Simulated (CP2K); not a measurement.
Crystal: PbF2 (Fluorocronite).

```
Pb F
1.0
     4.19125    0.00000    0.00000
     2.09562    3.62973    0.00000
     2.09562    1.20991    3.42214
Pb F
1 2
Cartesian
  0.0000 0.0000 0.0000
  6.2869 3.6297 2.5666
  2.0956 1.2099 0.8555
```

Base run:

* Program: CP2K 2026.2
* Functional: rev-vdW-DF2
* Potentials or basis: POTENTIAL_UZH Pb GTH-PBE-q4, F GTH-PBE-q7; TZVP-MOLOPT-PBE-GTH basis
* Density cutoff: 14966 eV
* k mesh: 8 × 8 × 8
* Occupations: fermi-dirac, width 0.05 eV
* Spin: no spin polarisation

Its results: band gap on the k mesh 4.36 eV, indirect (least direct gap 4.54 eV); pressure 3.3 GPa.

**Question.** The run is repeated on the same cell with these changes: functional from rev-vdW-DF2 to TPSS. What comes out?

**Answer.** Band gap on the k mesh 4.55 eV, indirect (least direct gap 4.71 eV); pressure 3.2 GPa.

Caveats: the potentials were made for another functional, which shifts forces and pressure; spin-orbit coupling is left out, which as a rule narrows the gap of such compounds by several tenths of an eV; the basis of atomic orbitals isn't converged, which shifts pressures, moduli and gaps.

A k mesh can miss the band edges.
